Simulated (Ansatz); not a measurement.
input.yaml (Ansatz 0.2.0):

```yaml
crystal:
  lattice:
    - [0.0, 3.2868799865, 3.2868799865]
    - [3.2868799865, 0.0, 3.2868799865]
    - [3.2868799865, 3.2868799865, 0.0]
  atoms:
    - { symbol: Cd, position: [0.0, 0.0, 0.0] }
    - { symbol: Te, position: [0.25, 0.25, 0.25] }
basis:
  ecutwfc: 420
  ecutrho_ratio: 4
kpoints:
  mp_grid: { grid: [10, 10, 10] }
hamiltonian:
  xc: pbe
scf:
  occupations: { method: gaussian, width: 0.05 }
output:
  forces: true
  stress: true
  eigenvalues: true
```

Launched as:
```sh
ansatz run input.yaml --threads 2 --pin off --max-ram 2662MiB --backend cpu --events-out ev --progress --plain --runs-dir out
```

The compound is reported in the structure type of the start.

Predict the main results.

Pressure 0.7 GPa, gap on the mesh 0.65 eV (PBE, scalar-relativistic).

What the program printed, in part:

```
Pseudopotentials: kind: paw
Pseudopotential: Cd, paw, valence charge 20, recommended cutoff 420 eV (normal), Cd.paw.azcp
Pseudopotential: Te, paw, valence charge 16, recommended cutoff 420 eV (normal), Te.paw.azcp
Crystal: 2 atoms, lattice volume = 71.020 Å³
Basis set: ecut = 420 eV, 1411 PW (Γ), exchange–correlation on 64×64×64 points (8 copies of the dense FFT grid, shifted against one another)
Bands: 22, of which v1, the nominal top of the filled ones, is band 18 counted from 1 (17 counted from 0)
Symmetry: 24 space group operations
Space group: F-43m (ITA 216), of the structure as read, at distance tolerance 4.1e-5 Å
k-points: 47 of 1000 (time reversal used)
Initial density: superposition of atomic densities (neutral atoms: chi_scale 0, normalization atom), corrected by the library's trained network
Initial wavefunctions: pseudopotential atomic-orbital guess
Functional: x = pbe(κ = 0.804, μ = 0.21951), c = pbe(β = 0.06672)
```

SCF trace (energy estimate counted from the last row):
```
iteration   ΔE (eV)  density residual (eV)
        1  -7.4e-04                3.98e-3
        2   9.3e-05                2.24e-4
        3   3.6e-05                3.23e-5
        4   1.6e-05                8.66e-6
        5   2.0e-06                5.64e-7
        6     0.000                9.30e-9
```

```
SCF 1 converged in 6 iterations: F = -15235.336116 eV  dr2 = 9.30e-9
SCF converged after 6 iterations
Free energy (F): -15235.336116 eV
E sigma→0 (E₀):  -15235.336116 eV
Fermi energy:    7.195286 eV
--- Per-component energies (eV) ---
  E_band       = -807.148662
  E_kinetic    = 684.924119
  E_local      = -5511.967677  (includes V_loc(G=0)·N_el)
  E_nonlocal   = -276.760768
  E_hartree    = 2771.359972
  E_xc         = -300.687106
  E_vxc        = -325.302130  (∫ρ·V_xc dr)
  E_paw        = -8745.976457  (= ΣΔE_a)
  E_vpaw       = -920.765037  (= ΣTr[D̂ρ^β])
  E_aug_tail   = -0.000181  (compensation charges beyond the density's cutoff)
  E_ewald      = -3856.228016
  E_smearing   =  0.000000  (= −TS)
--- Forces (eV/Å), atoms counted from 1 ---
  atom   1  Cd     0.00000000     0.00000000     0.00000000
  atom   2  Te     0.00000000     0.00000000     0.00000000
--- Stress (GPa, compression-positive) ---
        0.746750       0.000000       0.000000
        0.000000       0.746750       0.000000
        0.000000       0.000000       0.746750
  P = ⅓ Tr σ = 0.7467 GPa (7.467 kbar)
```

It ran for 3.5 s on 2 threads of Arm Neoverse V2, with other jobs on the host, peak memory 0.38 GiB.

Absolute energies hang on the potentials; compare differences alone.

Kohn–Sham gaps of semilocal functionals lie under measured ones, often by a third or more. For elements this heavy, spin–orbit coupling would shift levels and gaps; it isn't included here.
